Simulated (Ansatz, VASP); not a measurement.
## One calculation of TiC, two programs

The input INCAR:

```
PREC = Accurate
ENCUT = 600
EDIFF = 1E-7
ISMEAR = -1
SIGMA = 0.05
LREAL = False
LASPH = True
NELM = 80
ALGO = Normal
ISIF = 3
LWAVE = False
LCHARG = False
IBRION = 2
NSW = 60
EDIFFG = -0.01
```

File KPOINTS:

```
regular mesh
0
Gamma
  11 11 11
```

The input POSCAR:

```
TiC
1.0
    0.0000000000      2.1657188437      2.1657188437
    2.1657188437      0.0000000000      2.1657188437
    2.1657188437      2.1657188437      0.0000000000
Ti C
1 1
Direct
    0.0000000000      0.0000000000      0.0000000000
    0.5000000000      0.5000000000      0.5000000000
```

File input.yaml:

```yaml
crystal:
  lattice:
    - [0.0, 2.1657188437, 2.1657188437]
    - [2.1657188437, 0.0, 2.1657188437]
    - [2.1657188437, 2.1657188437, 0.0]
  atoms:
    - { symbol: Ti, position: [0.0, 0.0, 0.0] }
    - { symbol: C, position: [0.5, 0.5, 0.5] }
hamiltonian:
  xc: lda
  pseudopotentials: { kind: paw }
kpoints:
  mp_grid: { grid: [11, 11, 11] }
scf:
  occupations: { method: fermi_dirac, width: 0.05 }
output:
  forces: true
  stress: true
  eigenvalues: true
  write_density: true
  write_potential: true
  elf: true
  volumetric_format: npy
relax:
  f_tol: 0.01
  max_steps: 40
  cell: { stress_tol: 0.05 }
```

The cell is a database's computed one.

Alike in both runs: task relaxation of cell and atoms; functional LDA; k mesh 11 × 11 × 11; occupations fermi-dirac, width 0.05 eV; no spin polarisation.

|  | VASP | Ansatz |
| --- | --- | --- |
| version | VASP 6.6.1 | Ansatz 0.2.0 |
| potentials or method | VASP PAW LDA potentials, release 64 (Ti_sv, C) | Ansatz PAW |
| plane-wave cutoff (eV) | 600 | 420 |
| valence electrons in the cell | 16 | 16 |

VASP gave:

```
gap on the k mesh at the Fermi level, each at its own relaxed structure (eV) : none
relaxed volume (Å³/atom)                                                     : 9.69
relaxed cell length with the largest relative difference (Å)                 : 3.015
energy change over the relaxation (meV/atom)                                 : -18
```

**Question.** Estimate Ansatz's values.

**Answer.** gap on the k mesh at the Fermi level, each at its own relaxed structure (eV): none; relaxed volume (Å³/atom): 9.67; relaxed cell length with the largest relative difference (Å): 3.013; energy change over the relaxation (meV/atom): -20.

A gap of «none» marks a metal or a gap that the smearing closes.

Caveats: the plane-wave basis is chosen anew once the cell has moved, so the energies of steps on either side of that aren't comparable (Ansatz); the pressure holds a Pulay correction of +0.4 GPa for the finite cutoff (Ansatz); the PAW data sets come from PBE, with cores solved anew for the run's functional, which leaves a small shift of forces and pressure (Ansatz).
